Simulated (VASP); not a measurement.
Level of theory: PBEsol GGA, VASP's PBE PAW potentials (set 64) (plane waves; VASP).

A VASP calculation is set up with these files.

### INCAR
```
SYSTEM = CsCl
PREC = Accurate
ENCUT = 400
EDIFF = 1E-8
NELM = 100
ALGO = Normal
LREAL = .FALSE.
LASPH = .TRUE.
ISMEAR = 0
SIGMA = 0.01
GGA = PS
LMAXMIX = 4
LWAVE = .FALSE.
LCHARG = .FALSE.
IBRION = 8
NSW = 1
LEPSILON = .TRUE.
```

**KPOINTS**
```
Automatic
0
Gamma
7 7 7
```

POSCAR:
```
CsCl
1
    4.0730141105     0.0000000000     0.0000000000
    0.0000000000     4.0730141105     0.0000000000
    0.0000000000     0.0000000000     4.0730141105
Cs Cl
1 1
Direct
  0.0000000000   0.0000000000   0.0000000000
  0.5000000000   0.5000000000   0.5000000000
```

POTCAR, in this order: Cs_sv Cl (PBE.64 set). Program: vasp_std.

Output of the run:

**OUTCAR**
```


 HEAD OF MICROSCOPIC STATIC DIELECTRIC TENSOR (INDEPENDENT PARTICLE, excluding Hartree and local field effects)
 ------------------------------------------------------
           3.270643    -0.000000    -0.000000
           0.000000     3.270643    -0.000000
          -0.000000     0.000000     3.270643
 ------------------------------------------------------

 MACROSCOPIC STATIC DIELECTRIC TENSOR (including local field effects in DFT)
 ------------------------------------------------------
           2.971384     0.000000     0.000000
           0.000000     2.971384     0.000000
          -0.000000     0.000000     2.971384
 ------------------------------------------------------

 PIEZOELECTRIC TENSOR (including local field effects)  for field in x, y, z        (e  Angst)
          XX          YY          ZZ          XY          YZ          ZX
  --------------------------------------------------------------------------------
  x     0.00000     0.00000     0.00000     0.00000     0.00000     0.00000
  y     0.00000     0.00000     0.00000     0.00000     0.00000     0.00000
  z     0.00000     0.00000     0.00000     0.00000     0.00000     0.00000

 PIEZOELECTRIC TENSOR (including local field effects)  for field in x, y, z        (C/m^2)
          XX          YY          ZZ          XY          YZ          ZX
  --------------------------------------------------------------------------------
  x     0.00000     0.00000     0.00000     0.00000     0.00000     0.00000
  y     0.00000     0.00000     0.00000     0.00000     0.00000     0.00000
  z     0.00000     0.00000     0.00000     0.00000     0.00000     0.00000

 BORN EFFECTIVE CHARGES (including local field effects) (in |e|, cummulative output)
 ---------------------------------------------------------------------------------
 ion    1
    1     1.33799    -0.00000     0.00000
    2    -0.00000     1.33799     0.00000
    3    -0.00000     0.00000     1.33799
 ion    2
    1    -1.33799     0.00000    -0.00000
    2     0.00000    -1.33799    -0.00000
    3     0.00000    -0.00000    -1.33799
```
(Selected blocks of OUTCAR.)

The compound is CsCl in the CsCl type structure. It was relaxed first.
